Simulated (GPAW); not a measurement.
Input of a GPAW 26.7.0 run:

The input run.py:

```python
from ase import Atoms
from ase.dft.bandgap import bandgap
from ase.io import write
from ase.units import GPa
from gpaw import GPAW, PW

atoms = Atoms(['Ho'],
              cell=[[-1.9905175072, 1.9905175072, 1.9905175072],
                    [1.9905175072, -1.9905175072, 1.9905175072],
                    [1.9905175072, 1.9905175072, -1.9905175072]],
              scaled_positions=[[0.0, 0.0, 0.0]],
              pbc=True)
atoms.set_initial_magnetic_moments([5.5])

calc = GPAW(mode=PW(800),
            xc='PBE',
            kpts={'size': (9, 9, 9), 'gamma': True},
            occupations={'name': 'fermi-dirac', 'width': 0.05},
            nbands=23,
            convergence={'density': 1e-05, 'energy': 1e-05},
            maxiter=150,
            txt='gpaw.txt')
atoms.calc = calc
energy = atoms.get_potential_energy()
forces = atoms.get_forces()
stress = atoms.get_stress()
calc.write('gs.gpw')
write('result.traj', atoms)
print(f'Energy: {energy:.6f} eV')
print('Forces (eV/A):')
print(forces.round(4))
print('Stress (GPa):', (stress / GPa).round(3))
print('Moments:', calc.get_magnetic_moments().round(3))
print('Fermi level:', round(calc.get_fermi_level(), 4), 'eV')
print(f'Gap: {bandgap(calc)[0]:.4f} eV, direct: {bandgap(calc, direct=True)[0]:.4f} eV')
```

Potentials or basis: GPAW PAW data sets (gpaw-data 1.2.1), pw.

Command:

```bash
$ OMP_NUM_THREADS=1 python run.py
```

Q: What does it give for the pressure?

A: 1.2 GPa.

Q: Predict the band gap on the k mesh.

A: None (metal or under the smearing width).

Caveat: one-centre terms of the f shell are cut off; the magnetic or orbital state may not be the lowest; spin-orbit coupling is left out, which moves the levels of the heavy elements. The state reached can hang on the start; a lower one may exist.
